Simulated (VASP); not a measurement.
A run of VASP 6.6.1:

Contents of INCAR:

```
SYSTEM = N
PREC     = Accurate       ! precision mode
ENCUT    = 520            ! plane-wave cutoff, eV
EDIFF    = 1E-6           ! SCF threshold, eV
ISMEAR   = -1             ! smearing method
SIGMA    = 0.1            ! smearing width, eV
LREAL    = .FALSE.        ! projectors in reciprocal space
LASPH    = .TRUE.         ! aspherical terms in the spheres
NELM     = 100            ! most SCF steps
ALGO     = Normal         ! electronic algorithm
ISIF     = 2              ! what is computed and relaxed
LWAVE    = .FALSE.        ! write WAVECAR
LCHARG   = .TRUE.         ! write CHGCAR
GGA      = CA             ! functional
LELF     = .TRUE.         ! ELF
LVHAR    = .TRUE.       
NBANDS   = 12             ! bands
```

KPOINTS

```
Automatic mesh
0
G
  8 8 4
  0 0 0
```

POSCAR

```
N
1.0
    3.2090220000      0.0000000000      0.0000000000
   -1.6045110000      2.7790940000      0.0000000000
    0.0000000000      0.0000000000      5.5169190000
N
2
Direct
    0.0000000000      0.0000000000      0.0000000000
    0.0000000000      0.0000000000      0.5000000000
```

Potentials or basis: VASP PAW LDA potentials, release 64 (N).

Launch:

```console
$ cat potpaw_LDA.64/N/POTCAR > POTCAR
$ mpirun -np 1 vasp_std > vasp.out
```

Hardware: 1 thread of AMD EPYC 9R45 96-Core Processor (Zen 5), on a shared host.

**Question.** How long does it take, and how much memory?

**Answer.** Run time: 7.3 s on 1 thread of AMD EPYC 9R45 96-Core Processor (Zen 5), with other jobs on the host, peak memory 0.11 GiB. Counts: scf iterations 11, k points 30.
